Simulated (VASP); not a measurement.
# GaAs (F-43m) in VASP: notebook, part 2 of 2

VASP 6.6.1. The steps go on from the part before.

## Step 4: Single point, PBE, spin-orbit coupling, no magnetisation

INCAR reads:

```
SYSTEM = GaAs
PREC = Accurate
ENCUT = 400
EDIFF = 1E-7
ISMEAR = 0
SIGMA = 0.02
LREAL = .FALSE.
LASPH = .TRUE.
NELM = 100
ALGO = Normal
ISIF = 2
LWAVE = .FALSE.
LCHARG = .FALSE.
MAGMOM = 0 0 0 0 0 0
LORBIT = 11
LSORBIT = .TRUE.
GGA_COMPAT = .FALSE.
GGA = PE
NBANDS = 34
```

KPOINTS reads:

```
regular mesh
0
G
  7 7 7
  0 0 0
```

POSCAR reads:

```
GaAs
1.0
    0.0000000000      2.8268500000      2.8268500000
    2.8268500000      0.0000000000      2.8268500000
    2.8268500000      2.8268500000      0.0000000000
As Ga
1 1
Direct
    0.7500000000      0.7500000000      0.7500000000
    0.0000000000      0.0000000000      0.0000000000
```

Potentials or basis: VASP PAW PBE potentials, release 64 (As, Ga_d).

Started as:

```bash
$ cat potpaw_PBE.64/As/POTCAR potpaw_PBE.64/Ga_d/POTCAR > POTCAR
$ mpirun -np 1 vasp_ncl > vasp.out
```

OUTCAR:

```text
SYSTEM = GaAs
   PREC = Accurate
   ENCUT = 400
   EDIFF = 1E-7
   ISMEAR = 0
   LREAL = .FALSE.
   LASPH = .TRUE.
   NELM = 100
   ISIF = 2
   LORBIT = 11
   LSORBIT = .TRUE.
   GGA = PE

 Found     30 irreducible k-points:

 Following reciprocal coordinates:
            Coordinates               Weight
  0.000000  0.000000  0.000000      1.000000
  0.142857  0.000000  0.000000      4.000000
 -0.142857  0.000000  0.000000      4.000000
  0.285714  0.000000  0.000000      4.000000
 -0.285714  0.000000  0.000000      4.000000
  0.428571  0.000000  0.000000      4.000000
   k-points           NKPTS =     30   k-points in BZ     NKDIM =     30   number of bands    NBANDS=     34
   number of dos      NEDOS =    301   number of ions     NIONS =      2
   total plane-waves  NPLWV =  21952
   dimension x,y,z NGX =    28 NGY =   28 NGZ =   28
   dimension x,y,z NGXF=    56 NGYF=   56 NGZF=   56
   ions per type =               1   1
   NGX,Y,Z   is equivalent  to a cutoff of  11.64, 11.64, 11.64 a.u.
   NGXF,Y,Z  is equivalent  to a cutoff of  23.29, 23.29, 23.29 a.u.
 SYSTEM =  GaAs
   PREC   = accura    normal or accurate (medium, high low for compatibility)
   ISTART =      0    job   : 0-new  1-cont  2-samecut
   ICHARG =      2    charge: 1-file 2-atom 10-const
   ISPIN  =      1    spin polarized calculation?
   LNONCOLLINEAR =      T non collinear calculations
   LSORBIT =      T    spin-orbit coupling
   LASPH  =      T    aspherical Exc in radial PAW
   ENCUT  =  400.0 eV  29.40 Ry    5.42 a.u.   6.52  6.52  6.52*2*pi/ulx,y,z
   NELM   =    100;   NELMIN=  2; NELMDL= -5     # of ELM steps
   EDIFF  = 0.1E-06   stopping-criterion for ELM
   LREAL  =      F    real-space projection
   EDIFFG = 0.1E-05   stopping-criterion for IOM
   NSW    =      0    number of steps for IOM
   IBRION =     -1    ionic relax: 0-MD 1-quasi-New 2-CG
   NFREE  =      0    steps in history (QN), initial steepest desc. (CG)
   ISIF   =      2    stress and relaxation
   ISYM   =      2    0-nonsym 1-usesym 2-fastsym
   POTIM  = 0.5000    time-step for ionic-motion
[... 277 lines left out ...]
      0.00000      0.00000      0.00000         0.000000      0.000000      0.000000
 -----------------------------------------------------------------------------------
    total drift:                               -0.000001     -0.000001     -0.000001

  FREE ENERGIE OF THE ION-ELECTRON SYSTEM (eV)
  ---------------------------------------------------
  free  energy   TOTEN  =        -8.2578733729 eV

  energy  without entropy=       -8.2578733729  energy(sigma->0) =       -8.25787337

 Spin-Orbit-Coupling matrix elements

 Ion:    1  E_soc:     -0.0238217
 l=   1
     0.0000000    -0.0039627    -0.0039627
    -0.0039627     0.0000000    -0.0039627
    -0.0039627    -0.0039627     0.0000000
 l=   2
     0.0000000    -0.0000038     0.0000000    -0.0000038    -0.0000038
    -0.0000038     0.0000000    -0.0000029    -0.0000038    -0.0000010
     0.0000000    -0.0000029     0.0000000    -0.0000029     0.0000000
    -0.0000038    -0.0000038    -0.0000029     0.0000000    -0.0000010
    -0.0000038    -0.0000010     0.0000000    -0.0000010     0.0000000
 l=   3
     0.0000000     0.0000000     0.0000000     0.0000000     0.0000000     0.0000000     0.0000000
     0.0000000     0.0000000     0.0000000     0.0000000     0.0000000     0.0000000     0.0000000
     0.0000000     0.0000000     0.0000000     0.0000000     0.0000000     0.0000000     0.0000000
     0.0000000     0.0000000     0.0000000     0.0000000     0.0000000     0.0000000     0.0000000
     0.0000000     0.0000000     0.0000000     0.0000000     0.0000000     0.0000000     0.0000000
     0.0000000     0.0000000     0.0000000     0.0000000     0.0000000     0.0000000     0.0000000
     0.0000000     0.0000000     0.0000000     0.0000000     0.0000000     0.0000000     0.0000000

 Ion:    2  E_soc:     -0.0119403
 l=   1
     0.0000000    -0.0011577    -0.0011577
    -0.0011577     0.0000000    -0.0011577
    -0.0011577    -0.0011577     0.0000000
 l=   2
     0.0000000    -0.0001659     0.0000000    -0.0001659    -0.0006664
    -0.0001659     0.0000000    -0.0004998    -0.0001659    -0.0001666
     0.0000000    -0.0004998     0.0000000    -0.0004998     0.0000000
    -0.0001659    -0.0001659    -0.0004998     0.0000000    -0.0001666
    -0.0006664    -0.0001666     0.0000000    -0.0001666     0.0000000
 l=   3
     0.0000000     0.0000000     0.0000000     0.0000000     0.0000000     0.0000000     0.0000000
     0.0000000     0.0000000     0.0000000     0.0000000     0.0000000     0.0000000     0.0000000
     0.0000000     0.0000000     0.0000000     0.0000000     0.0000000     0.0000000     0.0000000
     0.0000000     0.0000000     0.0000000     0.0000000     0.0000000     0.0000000     0.0000000
     0.0000000     0.0000000     0.0000000     0.0000000     0.0000000     0.0000000     0.0000000
     0.0000000     0.0000000     0.0000000     0.0000000     0.0000000     0.0000000     0.0000000
     0.0000000     0.0000000     0.0000000     0.0000000     0.0000000     0.0000000     0.0000000

 total charge

# of ion       s       p       d       tot
------------------------------------------
    1        1.208   1.602   0.031   2.841
    2        0.880   0.803   9.995  11.678
--------------------------------------------------
tot          2.088   2.406  10.026  14.520

 magnetization (x)

# of ion       s       p       d       tot
------------------------------------------
    1        0.000  -0.000  -0.000  -0.000
    2        0.000  -0.000   0.000   0.000
--------------------------------------------------
tot          0.000  -0.000  -0.000  -0.000

 magnetization (y)

# of ion       s       p       d       tot
------------------------------------------
    1        0.000   0.000   0.000   0.000
    2        0.000   0.000   0.000   0.000
--------------------------------------------------
tot          0.000   0.000   0.000   0.000

 magnetization (z)

# of ion       s       p       d       tot
------------------------------------------
    1        0.000   0.000  -0.000   0.000
    2        0.000  -0.000   0.000   0.000
--------------------------------------------------
tot          0.000   0.000   0.000   0.000
```

OSZICAR:

```text
N       E                     dE             d eps       ncg     rms          rms(c)
DAV:   1     0.119159769170E+03    0.11916E+03   -0.69130E+03  2308   0.130E+03
DAV:   2     0.807226126492E+01   -0.11109E+03   -0.10382E+03  2128   0.358E+02
DAV:   3    -0.788974091210E+01   -0.15962E+02   -0.15729E+02  2478   0.981E+01
DAV:   4    -0.841157127676E+01   -0.52183E+00   -0.52080E+00  2326   0.194E+01
DAV:   5    -0.841968252855E+01   -0.81113E-02   -0.81084E-02  2468   0.245E+00    0.291E+00
DAV:   6    -0.827509652382E+01    0.14459E+00   -0.15753E-01  2910   0.747E+00    0.170E+00
DAV:   7    -0.825639167084E+01    0.18705E-01   -0.86377E-02  2342   0.200E+00    0.581E-01
DAV:   8    -0.825749657606E+01   -0.11049E-02   -0.14586E-02  2416   0.164E+00    0.136E-01
DAV:   9    -0.825775751299E+01   -0.26094E-03   -0.18430E-03  2426   0.775E-01    0.677E-02
DAV:  10    -0.825781355846E+01   -0.56045E-04   -0.23991E-04  2288   0.121E-01    0.299E-02
DAV:  11    -0.825785287523E+01   -0.39317E-04   -0.28011E-05  2456   0.549E-02    0.154E-02
DAV:  12    -0.825787333710E+01   -0.20462E-04   -0.30084E-05  2198   0.296E-02    0.462E-03
DAV:  13    -0.825787337289E+01   -0.35785E-07   -0.46018E-07  2458   0.509E-03
   1 F= -.82578734E+01 E0= -.82578734E+01  d E =-.246464E-18  mag=     0.0000     0.0000     0.0000
```

It took 49 s on 1 thread of Intel Xeon Platinum 8559C (Emerald Rapids), shared host; peak memory 0.25 GiB.

The run converged, but some of its settings lie outside the range that counts as converged, so its numbers aren't taken as properties of the crystal.

What came out:

- Free energy: -8.2579 eV
- Pressure: 3.2 GPa
- Valence electrons inside the program's atomic spheres: As 2.84; Ga 11.68

## Step 5: Single point, PBE, spin-orbit coupling, no magnetisation

INCAR, as its differences from that of step 4:

```diff
@@ -2,3 +2,3 @@
 PREC = Accurate
-ENCUT = 400
+ENCUT = 600
 EDIFF = 1E-7
```

KPOINTS reads:

```
regular mesh
0
G
  6 6 6
  0 0 0
```

POSCAR is that of step 4.

Potentials or basis: VASP PAW PBE potentials, release 64 (As, Ga_d).

Started as:

```bash
$ cat potpaw_PBE.64/As/POTCAR potpaw_PBE.64/Ga_d/POTCAR > POTCAR
$ mpirun -np 1 vasp_ncl > vasp.out
```

OUTCAR:

```text
SYSTEM = GaAs
   PREC = Accurate
   ENCUT = 600
   EDIFF = 1E-7
   ISMEAR = 0
   LREAL = .FALSE.
   LASPH = .TRUE.
   NELM = 100
   ISIF = 2
   LORBIT = 11
   LSORBIT = .TRUE.
   GGA = PE

 Found     22 irreducible k-points:

 Following reciprocal coordinates:
            Coordinates               Weight
  0.000000  0.000000  0.000000      1.000000
  0.166667  0.000000  0.000000      4.000000
 -0.166667  0.000000  0.000000      4.000000
  0.333333  0.000000  0.000000      4.000000
 -0.333333  0.000000  0.000000      4.000000
[... 345 lines left out ...]
    -0.0001664    -0.0001664    -0.0005003     0.0000000    -0.0001668
    -0.0006671    -0.0001668     0.0000000    -0.0001668     0.0000000
 l=   3
     0.0000000     0.0000000     0.0000000     0.0000000     0.0000000     0.0000000     0.0000000
     0.0000000     0.0000000     0.0000000     0.0000000     0.0000000     0.0000000     0.0000000
     0.0000000     0.0000000     0.0000000     0.0000000     0.0000000     0.0000000     0.0000000
     0.0000000     0.0000000     0.0000000     0.0000000     0.0000000     0.0000000     0.0000000
     0.0000000     0.0000000     0.0000000     0.0000000     0.0000000     0.0000000     0.0000000
     0.0000000     0.0000000     0.0000000     0.0000000     0.0000000     0.0000000     0.0000000
     0.0000000     0.0000000     0.0000000     0.0000000     0.0000000     0.0000000     0.0000000

 total charge

# of ion       s       p       d       tot
------------------------------------------
    1        1.206   1.605   0.031   2.842
    2        0.878   0.804   9.995  11.677
--------------------------------------------------
tot          2.084   2.410  10.026  14.520

 magnetization (x)

# of ion       s       p       d       tot
------------------------------------------
    1        0.000   0.000  -0.000   0.000
    2        0.000   0.000   0.000   0.000
--------------------------------------------------
tot          0.000   0.000  -0.000   0.000

 magnetization (y)

# of ion       s       p       d       tot
------------------------------------------
    1        0.000   0.000   0.000   0.000
    2        0.000  -0.000   0.000  -0.000
--------------------------------------------------
tot          0.000  -0.000   0.000  -0.000

 magnetization (z)

# of ion       s       p       d       tot
------------------------------------------
    1       -0.000   0.000  -0.000   0.000
    2       -0.000  -0.000   0.000  -0.000
--------------------------------------------------
tot         -0.000   0.000  -0.000  -0.000
```

stdout:

```text
POSCAR found type information on POSCAR AsGa
 POSCAR found :  2 types and       2 ions
 scaLAPACK will be used
 LDA part: xc-table for (Slater+PW92), standard interpolation
 POSCAR, INCAR and KPOINTS ok, starting setup
 FFT: planning ... GRIDC
 FFT: planning ... GRID_SOFT
 FFT: planning ... GRID
 WAVECAR not read
 entering main loop
```

Wall time 51 s (1 thread of Intel Xeon Platinum 8559C (Emerald Rapids), shared host); peak memory 0.32 GiB.

These settings aren't checked as converged: the numbers below hold their error.

What came out:

```yaml
Free_energy: -8.2446 eV
Pressure: 3.4 GPa
Valence_electrons_inside_the_program's_atomic_spheres: As 2.84; Ga 11.68
```

## Step 6: For comparison

An earlier run on the cell as given: functional PBEsol; potentials or basis VASP PAW PBE potentials, release 64 (As, Ga_d); cutoff 520 eV; k mesh 8 × 8 × 8; occupations fermi-dirac, width 0.05 eV; no spin polarisation.

- Pressure: 0.3 GPa
- Band gap on the k mesh: 0.46 eV, direct
